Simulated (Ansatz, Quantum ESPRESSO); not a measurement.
**NaH (Fm-3m): a worked LO-TO splitting**

Aim: work out the LO frequency and the static dielectric constant of NaH (Fm-3m) from one linear-response run, then check them.

Program: Quantum ESPRESSO 7.5. Level of theory: DFT PBE, scalar-relativistic, plane waves, SSSP efficiency pseudopotentials. Results are calculated unless marked as measured.

**1. The relaxed structure**

Symmetry: Fm-3m, No. 225, cubic system. Conventional cell: a = 4.837 Å, b = 4.837 Å, c = 4.837 Å, α = 90.00°, β = 90.00°, γ = 90.00°. Nearest to Na lie 6 H at 2.42 Å. H has 6 Na at 2.42 Å nearest. Farther neighbours are not listed.

This is the cell after its relaxation at this level of theory, not the database cell from which that began.

**2. What the response run gave**

A linear-response run on the relaxed cell, with the response to an electric field; only its zone-centre results are used. Cutoff 60 Ry, k mesh 8×8×8.

The program printed:

```text
[banners, grids, parts of the stress and lines that vanish by symmetry left out]
Program PHONON v.7.5
     Reading xml data from directory:

[...]
Exchange-correlation= PBE
                           (   1   4   3   4   0   0   0)
[...]
(   8 q-points):
[...]
kinetic-energy cut-off    =      60.0000  Ry
     charge density cut-off    =     480.0000  Ry
     convergence threshold     =      1.0E-18
[...]
Exchange-correlation= PBE
                           (   1   4   3   4   0   0   0)
[...]
q = (   0.0000000   0.0000000   0.0000000 )
     49 Sym.Ops. (with q -> -q+G )
     G cutoff = 1016.0063  (  34015 G-vectors)     FFT grid: ( 45, 45, 45)
     G cutoff =  508.0031  (  12039 G-vectors)  smooth grid: ( 32, 32, 32)
     number of k points=    29
[...]
Mode symmetry, O_h (m-3m)  point group:
[...]
Dielectric constant
[...]
End of electric fields calculation
          Dielectric constant in cartesian axis
          (       3.131587339       0.000000000       0.000000000 )
          (       0.000000000       3.131587339      -0.000000000 )
          (       0.000000000      -0.000000000       3.131587339 )
          Effective charges (d Force / dE) in cartesian axis without acoustic sum rule applied (asr)
           atom    1  Na    Mean Z*:        0.97429
      Ex  (        0.97429        0.00000       -0.00000 )
      Ey  (        0.00000        0.97429        0.00000 )
      Ez  (       -0.00000        0.00000        0.97429 )
           atom    2  H     Mean Z*:       -0.97511
      Ex  (       -0.97511        0.00000        0.00000 )
      Ey  (        0.00000       -0.97511       -0.00000 )
      Ez  (        0.00000       -0.00000       -0.97511 )
          Effective charges Sum: Mean:       -0.00083
[...]
Effective charges (d Force / dE) in cartesian axis with asr applied:
           atom    1  Na    Mean Z*:        0.97470
[...]
atom    2  H     Mean Z*:       -0.97470
[...]
Representation #   1 modes #   1   2   3
[...]
End of self-consistent calculation
     Convergence has been achieved
     Representation #   2 modes #   4   5   6
[...]
End of self-consistent calculation
     Convergence has been achieved
[...]
Dielectric constant in cartesian axis
          (       3.131587339       0.000000000       0.000000000 )
          (       0.000000000       3.131587339      -0.000000000 )
          (       0.000000000      -0.000000000       3.131587339 )
          Effective charges (d Force / dE) in cartesian axis without acoustic sum rule applied (asr)
[...]
Mode symmetry, C_s (m)     point group:
[...]
q = (    0.750000000  -0.250000000   0.750000000 )
[...]
Mode symmetry, C_s (m)     point group:
     freq (   1-   1) =        128.0  [cm-1]   --> A''
     freq (   2-   2) =        149.2  [cm-1]   --> A'
     freq (   3-   3) =        200.1  [cm-1]   --> A'
     freq (   4-   4) =        618.2  [cm-1]   --> A''
     freq (   5-   5) =        677.1  [cm-1]   --> A'
     freq (   6-   6) =        834.9  [cm-1]   --> A'
[...]
Mode symmetry, C_2v (mm2)  point group:
[...]
q = (    0.500000000   0.000000000   0.500000000 )
[...]
Mode symmetry, C_2v (mm2)  point group:
     freq (   1-   1) =        117.4  [cm-1]   --> B_1  D_3  S_3
     freq (   2-   2) =        149.3  [cm-1]   --> B_2  D_4  S_4
     freq (   3-   3) =        193.1  [cm-1]   --> A_1  D_1  S_1
     freq (   4-   4) =        560.7  [cm-1]   --> B_1  D_3  S_3
     freq (   5-   5) =        678.0  [cm-1]   --> B_2  D_4  S_4
     freq (   6-   6) =        843.7  [cm-1]   --> A_1  D_1  S_1
[...]
Mode symmetry, D_4h(4/mmm) point group:
[...]
Convergence has been achieved
[...]
Convergence has been achieved
[...]
Convergence has been achieved
[...]
Convergence has been achieved
[...]
q = (    0.000000000  -1.000000000   0.000000000 )
[...]
freq (    5) =      19.966550 [THz] =     666.012410 [cm-1]
     freq (    6) =      25.148727 [THz] =     838.871224 [cm-1]
[...]
Mode symmetry, D_4h(4/mmm) point group:
     freq (   1-   2) =        137.2  [cm-1]   --> E_u  X_5' M_5'
     freq (   3-   3) =        198.7  [cm-1]   --> A_2u X_4' M_4'
     freq (   4-   5) =        666.0  [cm-1]   --> E_u  X_5' M_5'
     freq (   6-   6) =        838.9  [cm-1]   --> A_2u X_4' M_4'
[...]
Mode symmetry, D_2d (-42m) point group:
[...]
Representation #   1 mode #   1
[...]
Convergence has been achieved
     Representation #   2 mode #   2
[...]
Convergence has been achieved
     Representation #   3 modes #   3   4
[...]
End of self-consistent calculation
     Convergence has been achieved
     Representation #   4 modes #   5   6
[...]
End of self-consistent calculation
     Convergence has been achieved
[...]
q = (   -0.500000000  -1.000000000   0.000000000 )
[...]
freq (    1) =       4.504171 [THz] =     150.242989 [cm-1]
     freq (    2) =       5.240455 [THz] =     174.802755 [cm-1]
     freq (    3) =       5.240455 [THz] =     174.802755 [cm-1]
     freq (    4) =      20.215178 [THz] =     674.305767 [cm-1]
     freq (    5) =      22.695554 [THz] =     757.042183 [cm-1]
     freq (    6) =      22.695554 [THz] =     757.042183 [cm-1]
[...]
Mode symmetry, D_2d (-42m) point group:
     freq (   1-   1) =        150.2  [cm-1]   --> B_2  X_3  W_2
     freq (   2-   3) =        174.8  [cm-1]   --> E    X_5  W_3
     freq (   4-   4) =        674.3  [cm-1]   --> A_1  X_1  W_1
     freq (   5-   6) =        757.0  [cm-1]   --> E    X_5  W_3

   JOB DONE.
```

```
                       quantity   value
             cell volume Ω (Å³)  28.299
                 mass of Na (u)  22.990
                  mass of H (u)   1.008
     Born charge of Na, raw (e)   0.974
      Born charge of H, raw (e)  -0.975
                             ε∞   3.132
ω(TO) after the sum rule (cm⁻¹)   492.5
```

**3. The calculation**

The charges must sum to zero over the cell; taking off their mean, 0.000 e, leaves Z* = 0.975 e on Na. In the polar mode Na moves against H, so the reduced mass is μ = 22.99 × 1.01 / 24.00 = 0.966 u.

A longitudinal wave builds up a field that adds to the restoring force: ω(LO)² = ω(TO)² + 4π Z*² / (μ Ω ε∞), in Hartree atomic units. With μ = 1760 electron masses and Ω = 190.97 bohr³ the second term is 1.1341e-05 Ha², or 546270 cm⁻² (1 Ha = 219474.6 cm⁻¹).

So ω(LO) = √(242527 + 546270) = 888.1 cm⁻¹, and by the Lyddane-Sachs-Teller relation ε₀ = ε∞ (ω(LO)/ω(TO))² = 10.19.

**4. Check against the program**

The analysis program adds the same non-analytic term to the full matrix, here for q along (1 0 0).

The program printed:

```text
[banner, memory and clock lines left out]
Program DYNMAT v.7.5

     Reading Dynamical Matrix from file x.dyn1
     ...Force constants read
     ...epsilon and Z* read

     Polarizability (A^3 units)
     multiply by 0.584614 for Clausius-Mossotti correction
         4.800196    0.000000    0.000000
         0.000000    4.800196   -0.000000
         0.000000   -0.000000    4.800196

     IR activities are in (D/A)^2/amu units

# mode   [cm-1]    [THz]      IR
    1     -0.00   -0.0000    0.0000
    2     -0.00   -0.0000    0.0000
    3      0.00    0.0000    0.0000
    4    492.47   14.7638   22.6980
    5    492.47   14.7638   22.6980
    6    888.14   26.6259   22.6980
```

ε₀ comes from the program's run without a direction of q.

```
    quantity  by hand  program
ω(LO) (cm⁻¹)    888.1    888.1
          ε₀    10.19    10.19
```

**5. Summary of results**

| Quantity | Value |
| --- | --- |
| TO mode | 492.5 cm⁻¹ |
| LO mode | 888.1 cm⁻¹ |
| static dielectric constant | 10.19 |

**Reading.** The LO mode of NaH (Fm-3m) lies at 888 cm⁻¹, 396 cm⁻¹ above the TO mode; the formula meets the program within 0.1 cm⁻¹, as it must for a cubic crystal with one polar mode. ω(LO)² − ω(TO)² goes with Z*²/ε∞: an error of 5 % in ε∞ would move the LO mode by 14.8 cm⁻¹, and semilocal functionals tend to overestimate ε∞. These are harmonic values at zero temperature, at the volume of this functional, for the structure held cubic; stability elsewhere in the zone is no part of this calculation.

[Host names and launcher messages were left out of these logs when they were recorded.]

[Logs are printed without paths, hosts, clocks, repeated set-up lines and the standing remarks that a program may print on its own settings, such as how far it seeks lower states.]

[Hosts, paths, dates, database ids (printed as entryN), source tags and the programs' standing remarks are cut or masked in the printed files.]
